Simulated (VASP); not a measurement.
Write the native input for VASP 6.6.1 that does the following.

| Item | Value |
| --- | --- |
| Task | relaxation of cell and atoms |
| Functional | r2SCAN |
| Potentials or basis | VASP PAW PBE potentials, release 64 (Sn_d) |
| Cutoff | 600 eV |
| k mesh | 10 × 10 × 10 |
| Occupations | gaussian, width 0.03 eV |
| Spin | no spin polarisation |
| Further INCAR settings | ALGO = Normal; EDIFF = 1e-06; IBRION = 2; EDIFFG = -0.01; NSW = 90; ISIF = 3 |

The structure of Sn lies in POSCAR:

```
Sn
1.0
    0.0000000000      3.2333428000      3.2333428000
    3.2333428000      0.0000000000      3.2333428000
    3.2333428000      3.2333428000      0.0000000000
Sn
2
Direct
    0.0000000000      0.0000000000      0.0000000000
    0.2500000000      0.2500000000      0.2500000000
```

The cell was built by a generator and needn't be a form met in nature.

One way to write it, as run:

INCAR

```
ALGO     = Normal         # electronic algorithm
EDIFF    = 1E-6           # SCF threshold, eV
EDIFFG   = -0.01          # ionic threshold
ENCUT    = 600            # plane-wave cutoff, eV
IBRION   = 2              # ionic algorithm
ISIF     = 3              # what is computed and relaxed
ISMEAR   = 0              # smearing method
LASPH    = T              # aspherical terms in the spheres
LCHARG   = F              # write CHGCAR
LMIXTAU  = T            
LREAL    = F              # projectors in reciprocal space
LWAVE    = F              # write WAVECAR
METAGGA  = R2SCAN         # meta-GGA
NELM     = 80             # most SCF steps
NSW      = 90             # ionic steps
PREC     = Accurate       # precision mode
SIGMA    = 0.03           # smearing width, eV
```

KPOINTS

```
k-points
0
Gamma
  10 10 10
```

Potentials or basis: VASP PAW PBE potentials, release 64 (Sn_d).

Run with:

```bash
$ cat potpaw_PBE.64/Sn_d/POTCAR > POTCAR
$ mpirun -np 1 vasp_std > vasp.out
```

It gave:

- Relaxed volume: 35.38 Å³/atom
- Relaxed cell: a = 4.643 Å, b = 4.643 Å, c = 4.643 Å, α = 60.00°, β = 60.00°, γ = 60.00°
- Space group after relaxing (to 0.05 Å): Fd-3m (No. 227)
- Energy gained by relaxing: 10.4 meV/atom
- Ionic steps: 3
- Pressure after relaxing: 0.0 GPa
- Band gap on the k mesh: none (metal or under the smearing width)

Caveat: the PAW data sets were made with another functional, which shifts forces and pressure a little.

Wall time 12 min on 1 thread of AMD EPYC 9R14 (Zen 4), on a shared host, peak memory 0.26 GiB.
